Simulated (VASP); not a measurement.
# SnS2 in VASP: a series of runs

One slab, SnS2, is run at these levels: rev-vdW-DF2; tasks: single point, relaxation of the atoms.

Everything below comes from runs of VASP 6.6.1. Logs are shortened: lines on timing, memory, paths and dates and some standing lists are left out, and cuts for length are marked.

## 1. The slab as given

The cell holds a slab with vacuum, 9 atoms: a = 3.687 Å, b = 3.687 Å, c = 29.723 Å, α = 90.00°, β = 90.00°, γ = 120.00°.

## 2. Single point, rev-vdW-DF2

The input, INCAR:

```
SYSTEM = SnS2
PREC = Accurate ; ENCUT = 520
EDIFF = 1E-7 ; ISMEAR = 0
SIGMA = 0.03 ; LREAL = .FALSE.
LASPH = .TRUE. ; NELM = 80
ALGO = Fast ; ISIF = 2
LWAVE = .FALSE. ; LCHARG = .FALSE.
LDIPOL = .TRUE. ; IDIPOL = 3
DIPOL = 0.5 0.5 0.500 ; GGA = MK
LUSE_VDW = .TRUE. ; AGGAC = 0.0
PARAM1 = 0.1234 ; PARAM2 = 0.711357
ZAB_VDW = -1.8867 ; NBANDS = 49
LVHAR = .TRUE. ; LVACPOTAV = .TRUE.
ICORELEVEL = 1 ; KPAR = 4
```

The input, KPOINTS:

```
regular mesh
0
G
  9 9 1
  0 0 0
```

The input, POSCAR:

```
SnS2
1.0
    3.6872973600      0.0000000000      0.0000000000
   -1.8436488200      3.1932926900      0.0000000000
    0.0000000000      0.0000000000     29.7231663700
S Sn
6 3
Direct
    0.6666670000      0.3333340000      0.2523284300
    0.3333330000      0.6666660000      0.3521195000
    0.6666670000      0.3333340000      0.4501044700
    0.3333330000      0.6666660000      0.5498955300
    0.6666670000      0.3333340000      0.6478805000
    0.3333330000      0.6666660000      0.7476715700
    0.0000000000      0.0000000000      0.3022239600
    0.0000000000      0.0000000000      0.5000000000
    0.0000000000      0.0000000000      0.6977760400
```

Potentials or basis: VASP PAW PBE potentials, release 64 (S, Sn_d).

Command:

```
> cat potpaw_PBE.64/S/POTCAR potpaw_PBE.64/Sn_d/POTCAR > POTCAR
> mpirun -np 4 vasp_std > vasp.out
```

OUTCAR:

```text
SYSTEM = SnS2
   PREC = Accurate
   ENCUT = 520
   EDIFF = 1E-7
   ISMEAR = 0
   LREAL = .FALSE.
   LASPH = .TRUE.
   NELM = 80
   ISIF = 2
   GGA = MK

 ion  position               nearest neighbor table
   1  0.667  0.333  0.252-   7 2.59   7 2.59   7 2.59
   2  0.333  0.667  0.352-   7 2.59   7 2.59   7 2.59
   3  0.667  0.333  0.450-   8 2.59   8 2.59   8 2.59
   4  0.333  0.667  0.550-   8 2.59   8 2.59   8 2.59
   5  0.667  0.333  0.648-   9 2.59   9 2.59   9 2.59
   6  0.333  0.667  0.748-   9 2.59   9 2.59   9 2.59
   7  0.000  0.000  0.302-   1 2.59   2 2.59   1 2.59   1 2.59   2 2.59   2 2.59
   8  0.000  0.000  0.500-   4 2.59   3 2.59   3 2.59   4 2.59   3 2.59   4 2.59
   9  0.000  0.000  0.698-   6 2.59   5 2.59   6 2.59   6 2.59   5 2.59   5 2.59

  LATTYP: Found a hexagonal cell.
 ALAT       =     3.6872973600
 C/A-ratio  =     8.0609626694

  Lattice vectors:

 A1 = (   3.6872973600,   0.0000000000,   0.0000000000)
 A2 = (  -1.8436488200,   3.1932926900,   0.0000000000)
 A3 = (   0.0000000000,   0.0000000000,  29.7231663700)

Analysis of symmetry for initial positions (statically):
=====================================================================
 Subroutine PRICEL returns:
 Original cell was already a primitive cell.

 Routine SETGRP: Setting up the symmetry group for a
 hexagonal supercell.

 Subroutine GETGRP returns: Found 12 space group operations
 (whereof 12 operations were pure point group operations)
 out of a pool of 24 trial point group operations.

The static configuration has the point symmetry D_3d.

Analysis of symmetry for dynamics (positions and initial velocities):
=====================================================================
 Subroutine PRICEL returns:
 Original cell was already a primitive cell.

 Routine SETGRP: Setting up the symmetry group for a
 hexagonal supercell.

 Subroutine GETGRP returns: Found 12 space group operations
 (whereof 12 operations were pure point group operations)
 out of a pool of 24 trial point group operations.

The dynamic configuration has the point symmetry D_3d.

 Subroutine INISYM returns: Found 12 space group operations
 (whereof 12 operations are pure point group operations),
 and found     1 'primitive' translations

----------------------------------------------------------------------------------------

                                     Primitive cell

  volume of cell :     349.9790

  direct lattice vectors                    reciprocal lattice vectors
     3.687297360  0.000000000  0.000000000     0.271201344  0.156578205  0.000000000
    -1.843648820  3.193292690  0.000000000     0.000000000  0.313156387  0.000000000
     0.000000000  0.000000000 29.723166370     0.000000000  0.000000000  0.033643791

  length of vectors
     3.687297360  3.687297001 29.723166370     0.313156356  0.313156387  0.033643791

  position of ions in fractional coordinates (direct lattice)
     0.666667000  0.333334000  0.252328430
     0.333333000  0.666666000  0.352119500
     0.666667000  0.333334000  0.450104470
     0.333333000  0.666666000  0.549895530
     0.666667000  0.333334000  0.647880500
     0.333333000  0.666666000  0.747671570
     0.000000000  0.000000000  0.302223960
     0.000000000  0.000000000  0.500000000
     0.000000000  0.000000000  0.697776040

  ion indices of the primitive-cell ions
   primitive index   ion index
                 1           1
                 2           2
                 3           3
                 4           4
                 5           5
                 6           6
                 7           7
                 8           8
                 9           9

----------------------------------------------------------------------------------------

 KPOINTS: regular mesh

Automatic generation of k-mesh.
 Grid dimensions read from file:
 generate k-points for:    9    9    1

 Generating k-lattice:

  Cartesian coordinates                     Fractional coordinates (reciprocal lattice)
     0.030133483  0.017397578  0.000000000     0.111111111  0.000000000  0.000000000
     0.000000000  0.034795154  0.000000000     0.000000000  0.111111111  0.000000000
     0.000000000  0.000000000  0.033643791     0.000000000  0.000000000  1.000000000

  Length of vectors
     0.034795151  0.034795154  0.033643791

  Shift w.r.t. Gamma in fractional coordinates (k-lattice)
     0.000000000  0.000000000  0.000000000

 Subroutine IBZKPT returns following result:
 ===========================================

 Found     12 irreducible k-points:

 Following reciprocal coordinates:
            Coordinates               Weight
  0.000000  0.000000  0.000000      1.000000
  0.111111  0.000000  0.000000      6.000000
  0.222222  0.000000  0.000000      6.000000
  0.333333  0.000000  0.000000      6.000000
  0.444444  0.000000  0.000000      6.000000
  0.111111  0.111111  0.000000      6.000000
  0.222222  0.111111  0.000000     12.000000
[... 79 lines left out ...]

 the core state eigenenergies are
   1-  1s  -2398.1323  2s   -204.2418  2p   -149.0116
   2-  1s  -2398.1628  2s   -204.2680  2p   -149.0383
   3-  1s  -2398.1706  2s   -204.2750  2p   -149.0454
   4-  1s  -2398.1706  2s   -204.2750  2p   -149.0454
   5-  1s  -2398.1628  2s   -204.2680  2p   -149.0383
   6-  1s  -2398.1323  2s   -204.2418  2p   -149.0116
   7-  1s -29002.0512  2s  -4373.4913  2p  -3925.1135  3s   -839.7613  3p   -693.3085
       3d   -468.0141  4s   -128.7340  4p    -84.5195
   8-  1s -29002.0493  2s  -4373.4899  2p  -3925.1120  3s   -839.7598  3p   -693.3070
       3d   -468.0127  4s   -128.7324  4p    -84.5179
   9-  1s -29002.0512  2s  -4373.4913  2p  -3925.1135  3s   -839.7613  3p   -693.3085
       3d   -468.0141  4s   -128.7340  4p    -84.5195

 E-fermi :  -0.0517     XC(G=0):  -6.2487

 val. band max:       -0.2233962275   @ k =   0.1111   0.1111   0.0000
 cond. band min:       1.1725621149   @ k =   0.4444   0.0000   0.0000
 fundamental gap:      1.3959583424
 Fermi energy:        -0.0517264655

 k-point     1 :       0.0000    0.0000    0.0000
  band No.  band energies     occupation
      1     -21.0643      2.00000
      2     -21.0643      2.00000
      3     -21.0643      2.00000
      4     -21.0643      2.00000
      5     -21.0632      2.00000
      6     -21.0632      2.00000
[... 41 lines left out ...]
     48       5.0521      0.00000
     49       5.0960      0.00000

 k-point     2 :       0.1111    0.0000    0.0000
  band No.  band energies     occupation
      1     -21.0709      2.00000
      2     -21.0709      2.00000
      3     -21.0699      2.00000
      4     -21.0577      2.00000
      5     -21.0577      2.00000
      6     -21.0566      2.00000
[... 41 lines left out ...]
     48       5.1748      0.00000
     49       5.3592      0.00000

 k-point     3 :       0.2222    0.0000    0.0000
  band No.  band energies     occupation
      1     -21.0903      2.00000
      2     -21.0903      2.00000
      3     -21.0893      2.00000
      4     -21.0439      2.00000
      5     -21.0439      2.00000
      6     -21.0429      2.00000
[... 41 lines left out ...]
     48       5.7679      0.00000
     49       5.9191      0.00000

 k-point     4 :       0.3333    0.0000    0.0000
  band No.  band energies     occupation
      1     -21.1145      2.00000
      2     -21.1145      2.00000
      3     -21.1136      2.00000
      4     -21.0356      2.00000
      5     -21.0356      2.00000
      6     -21.0345      2.00000
[... 353 lines left out ...]
     48       6.0738      0.00000
     49       6.4121      0.00000

 k-point    11 :       0.3333    0.2222    0.0000
  band No.  band energies     occupation
      1     -21.1055      2.00000
      2     -21.1055      2.00000
      3     -21.1047      2.00000
      4     -21.0590      2.00000
      5     -21.0590      2.00000
      6     -21.0581      2.00000
[... 41 lines left out ...]
     48       6.2374      0.00000
     49       7.1206      0.00000

 k-point    12 :       0.3333    0.3333    0.0000
  band No.  band energies     occupation
      1     -21.0832      2.00000
      2     -21.0832      2.00000
      3     -21.0830      2.00000
      4     -21.0830      2.00000
      5     -21.0822      2.00000
      6     -21.0822      2.00000
[... 41 lines left out ...]
     48       6.4068      0.00000
     49       6.9719      0.00000

------------------------ aborting loop because EDIFF is reached ----------------------------------------

  FORCE on cell =-STRESS in cart. coord.  units (eV):
  Direction    XX          YY          ZZ          XY          YZ          ZX
  --------------------------------------------------------------------------------------
  -------------------------------------------------------------------------------------
  Total       -0.2842814     -0.2842813     -0.1336052      0.0000000     -0.0000000      0.0000000
  in kB       -1.3014187     -1.3014183     -0.6116346      0.0000001     -0.0000000      0.0000000
  external PRESSURE =      -1.0714905 kB  Pullay stress =       0.0000000 kB

 VOLUME and BASIS-vectors are now :
 -----------------------------------------------------------------------------
  energy-cutoff  :      520.00
  volume of cell :      349.98
      direct lattice vectors                 reciprocal lattice vectors
     3.687297360  0.000000000  0.000000000     0.271201344  0.156578205  0.000000000
    -1.843648820  3.193292690  0.000000000     0.000000000  0.313156387  0.000000000
     0.000000000  0.000000000 29.723166370     0.000000000  0.000000000  0.033643791

 POSITION                                       TOTAL-FORCE (eV/Angst)
 -----------------------------------------------------------------------------------
      1.84365      1.06443      7.50000        -0.000000     -0.000000      0.011595
     -0.00000      2.12886     10.46611         0.000000      0.000000      0.004108
      1.84365      1.06443     13.37853        -0.000000      0.000000     -0.004537
     -0.00000      2.12886     16.34464        -0.000000     -0.000000      0.004537
      1.84365      1.06443     19.25706         0.000000      0.000000     -0.004108
     -0.00000      2.12886     22.22317         0.000000      0.000000     -0.011595
      0.00000      0.00000      8.98305         0.000000      0.000000     -0.014803
      0.00000      0.00000     14.86158         0.000000      0.000000      0.000000
      0.00000      0.00000     20.74011         0.000000      0.000000      0.014803
 -----------------------------------------------------------------------------------
    total drift:                                0.000000      0.000000      0.000000

  FREE ENERGIE OF THE ION-ELECTRON SYSTEM (eV)
  ---------------------------------------------------
  free  energy   TOTEN  =       -23.2321892267 eV

  energy  without entropy=      -23.2321892267  energy(sigma->0) =      -23.23218923

Total vdW correction in eV:     12.1191909

 vacuum level on the upper side and lower side of the slab         6.637         6.637
```

It took 9.7 min on 4 MPI ranks of Intel Xeon Platinum 8488C (Sapphire Rapids), shared host; peak memory 1.3 GiB.

What came out:

| Property | Result |
| --- | --- |
| Free energy | -23.2322 eV |
| Largest force | 0.015 eV/Å |
| Band gap on the k mesh | 1.40 eV, indirect (least direct gap 1.62 eV) |
| Ionisation potential of the upper face | 6.86 eV |

Forces in eV/Å, atoms in the order of the input:
```
S    0.000  0.000  0.012
S    0.000  0.000  0.004
S    0.000  0.000 -0.005
S    0.000  0.000  0.005
S    0.000  0.000 -0.004
S    0.000  0.000 -0.012
Sn   0.000  0.000 -0.015
Sn   0.000  0.000  0.000
Sn   0.000  0.000  0.015
```

Core levels (eV, on the scale of the bands):
| atom | levels |
| --- | --- |
| 1 S | 1s -2398.1, 2s -204.2, 2p -149.0 |
| 2 S | 1s -2398.2, 2s -204.3, 2p -149.0 |
| 3 S | 1s -2398.2, 2s -204.3, 2p -149.0 |
| 4 S | 1s -2398.2, 2s -204.3, 2p -149.0 |
| 5 S | 1s -2398.2, 2s -204.3, 2p -149.0 |
| 6 S | 1s -2398.1, 2s -204.2, 2p -149.0 |

Caveat: the PAW data sets were made with another functional, which shifts forces and pressure a little; spin-orbit coupling is left out, which moves the levels of the heavy elements.

## 3. Relaxation of the atoms, rev-vdW-DF2

The input, INCAR:

```
SYSTEM = SnS2
PREC = Accurate ; ENCUT = 520
EDIFF = 1E-6 ; ISMEAR = 0
SIGMA = 0.03 ; LREAL = .FALSE.
LASPH = .TRUE. ; NELM = 80
ALGO = Normal ; ISIF = 2
LWAVE = .FALSE. ; LCHARG = .FALSE.
LDIPOL = .TRUE. ; IDIPOL = 3
DIPOL = 0.5 0.5 0.500 ; GGA = MK
LUSE_VDW = .TRUE. ; AGGAC = 0.0
PARAM1 = 0.1234 ; PARAM2 = 0.711357
ZAB_VDW = -1.8867 ; IBRION = 2
NSW = 80 ; EDIFFG = -0.02
KPAR = 4
```

KPOINTS is that of step 2.

POSCAR is that of step 2.

Potentials or basis: VASP PAW PBE potentials, release 64 (S, Sn_d).

Command:

```
> cat potpaw_PBE.64/S/POTCAR potpaw_PBE.64/Sn_d/POTCAR > POTCAR
> mpirun -np 4 vasp_std > vasp.out
```

It took 5 min on 4 MPI ranks of Intel Xeon Platinum 8488C (Sapphire Rapids), shared host; peak memory 1.3 GiB.

The run converged. Its results:

- Free energy: -23.2322 eV
- Largest force after relaxing: 0.015 eV/Å
- Band gap on the k mesh: 1.40 eV, indirect (least direct gap 1.62 eV)

Forces on the atoms (eV/Å):
```
S    0.000  0.000  0.012
S    0.000  0.000  0.004
S    0.000  0.000 -0.005
S    0.000  0.000  0.005
S    0.000  0.000 -0.004
S    0.000  0.000 -0.012
Sn   0.000  0.000 -0.015
Sn   0.000  0.000  0.000
Sn   0.000  0.000  0.015
```

Final structure:
```yaml
crystal:
  lattice:
    - [3.68730, 0.00000, 0.00000]
    - [-1.84365, 3.19329, 0.00000]
    - [0.00000, 0.00000, 29.72317]
  atoms:
    - { symbol: S, position: [0.66667, 0.33333, 0.25233] }
    - { symbol: S, position: [0.33333, 0.66667, 0.35212] }
    - { symbol: S, position: [0.66667, 0.33333, 0.45010] }
    - { symbol: S, position: [0.33333, 0.66667, 0.54990] }
    - { symbol: S, position: [0.66667, 0.33333, 0.64788] }
    - { symbol: S, position: [0.33333, 0.66667, 0.74767] }
    - { symbol: Sn, position: [0.00000, 0.00000, 0.30222] }
    - { symbol: Sn, position: [0.00000, 0.00000, 0.50000] }
    - { symbol: Sn, position: [0.00000, 0.00000, 0.69778] }
```

Levels at points of the mesh, in eV from the valence-band top:
| k point | band 35 | band 36 | band 37 | band 38 | band 39 | band 40 | band 41 | band 42 | band 43 | band 44 |
| --- | --- | --- | --- | --- | --- | --- | --- | --- | --- | --- |
| (0.00, 0.00, 0.00) | -0.21 | -0.19 | -0.19 | -0.15 | -0.15 | 1.87 | 2.32 | 2.77 | 3.66 | 3.70 |

Caveat: the relaxation stopped at its first step, so nothing moved; the PAW data sets were made with another functional, which shifts forces and pressure a little; spin-orbit coupling is left out, which moves the levels of the heavy elements.

## 4. Single point, rev-vdW-DF2

The input, INCAR:

```
SYSTEM = SnS2
PREC = Accurate ; ENCUT = 520
EDIFF = 1E-7 ; ISMEAR = 0
SIGMA = 0.03 ; LREAL = .FALSE.
LASPH = .TRUE. ; NELM = 80
ALGO = Fast ; ISIF = 2
LWAVE = .FALSE. ; LCHARG = .FALSE.
LDIPOL = .TRUE. ; IDIPOL = 3
DIPOL = 0.5 0.5 0.500 ; GGA = MK
LUSE_VDW = .TRUE. ; AGGAC = 0.0
PARAM1 = 0.1234 ; PARAM2 = 0.711357
ZAB_VDW = -1.8867 ; NBANDS = 49
LVHAR = .TRUE. ; LVACPOTAV = .TRUE.
ICORELEVEL = 1 ; KPAR = 4
```

KPOINTS is that of step 3.

The input, POSCAR:

```
SnS2                                    
1.0
    3.6872973600      0.0000000000      0.0000000000
   -1.8436488200      3.1932926900      0.0000000000
    0.0000000000      0.0000000000     29.7231663700
  S               Sn            
     6     3
Direct
     0.6666669999999968    0.3333340000000007    0.2523284299999986
     0.3333330000000032    0.6666659999999993    0.3521195000000006
     0.6666669999999968    0.3333340000000007    0.4501044699999994
     0.3333330000000032    0.6666659999999993    0.5498955300000006
     0.6666669999999968    0.3333340000000007    0.6478804999999994
     0.3333330000000032    0.6666659999999993    0.7476715700000014
     0.0000000000000000    0.0000000000000000    0.3022239599999992
     0.0000000000000000    0.0000000000000000    0.5000000000000000
     0.0000000000000000    0.0000000000000000    0.6977760400000008
```

Command:

```
> cat potpaw_PBE.64/S/POTCAR potpaw_PBE.64/Sn_d/POTCAR > POTCAR
> mpirun -np 4 vasp_std > vasp.out
```

It took 7.5 min on 4 MPI ranks of Intel Xeon Platinum 8488C (Sapphire Rapids), shared host; peak memory 1.3 GiB.

It converged, with:

| Property | Result |
| --- | --- |
| Free energy | -23.2322 eV |
| Largest force | 0.015 eV/Å |
| Band gap on the k mesh | 1.40 eV, indirect (least direct gap 1.62 eV) |
| Ionisation potential of the upper face | 6.86 eV |

Forces in eV/Å, atoms in the order of the input:
```
S    0.000  0.000  0.012
S    0.000  0.000  0.004
S    0.000  0.000 -0.005
S    0.000  0.000  0.005
S    0.000  0.000 -0.004
S    0.000  0.000 -0.012
Sn   0.000  0.000 -0.015
Sn   0.000  0.000  0.000
Sn   0.000  0.000  0.015
```

Levels at points of the mesh, in eV from the valence-band top:
| k point | band 36 | band 37 | band 38 | band 39 | band 40 | band 41 | band 42 | band 43 |
| --- | --- | --- | --- | --- | --- | --- | --- | --- |
| (0.00, 0.00, 0.00) | -0.19 | -0.19 | -0.15 | -0.15 | 1.87 | 2.32 | 2.77 | 3.66 |

Core levels (eV, on the scale of the bands):
| atom | levels |
| --- | --- |
| 1 S | 1s -2398.1, 2s -204.2, 2p -149.0 |
| 2 S | 1s -2398.2, 2s -204.3, 2p -149.0 |
| 3 S | 1s -2398.2, 2s -204.3, 2p -149.0 |
| 4 S | 1s -2398.2, 2s -204.3, 2p -149.0 |
| 5 S | 1s -2398.2, 2s -204.3, 2p -149.0 |
| 6 S | 1s -2398.1, 2s -204.2, 2p -149.0 |

Caveat: the PAW data sets were made with another functional, which shifts forces and pressure a little; spin-orbit coupling is left out, which moves the levels of the heavy elements.
